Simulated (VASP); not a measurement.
The system is CdS.

```
CELL_PARAMETERS angstrom
0.00000 2.75324 2.75324
2.75324 0.00000 2.75324
2.75324 2.75324 0.00000
ATOMIC_POSITIONS crystal
Cd 0.00000 0.00000 0.00000
S 0.50000 0.50000 0.50000
```

Measurements of this composition are mostly on another form, of space group No. 186.

- Program: VASP 6.6.1
- Task: relaxation of cell and atoms
- Functional: r2SCAN
- Potentials or basis: VASP PAW PBE potentials, release 64 (Cd, S)
- Cutoff: 600 eV
- k mesh: 8 × 8 × 8
- Occupations: gaussian, width 0.02 eV
- Spin: no spin polarisation

At the start: pressure -1.9 GPa; volume 20.87 Å³/atom.

**Question.** How do energy, volume and symmetry change on relaxing?

**Answer.** Over 3 steps the energy falls by 2.9 meV/atom and the volume is 20.38 Å³/atom (-2.4 %); space group Fm-3m (No. 225, to 0.05 Å).

The path:
| step | energy change (eV) | largest force (eV/Å) | pressure (GPa) | volume (Å³) |
| --- | --- | --- | --- | --- |
| 1 | 0.0000 | 0.0000 | -1.86 | 41.74 |
| 2 | -0.0045 | 0.0000 | 0.99 | 40.29 |
| 3 | -0.0058 | 0.0000 | 0.00 | 40.76 |

Final structure:
```
CELL_PARAMETERS angstrom
0.00000 2.73145 2.73145
2.73145 0.00000 2.73145
2.73145 2.73145 0.00000
ATOMIC_POSITIONS crystal
Cd 0.00000 0.00000 0.00000
S 0.50000 0.50000 0.50000
```

Caveat: the PAW data sets were made with another functional, which shifts forces and pressure a little.
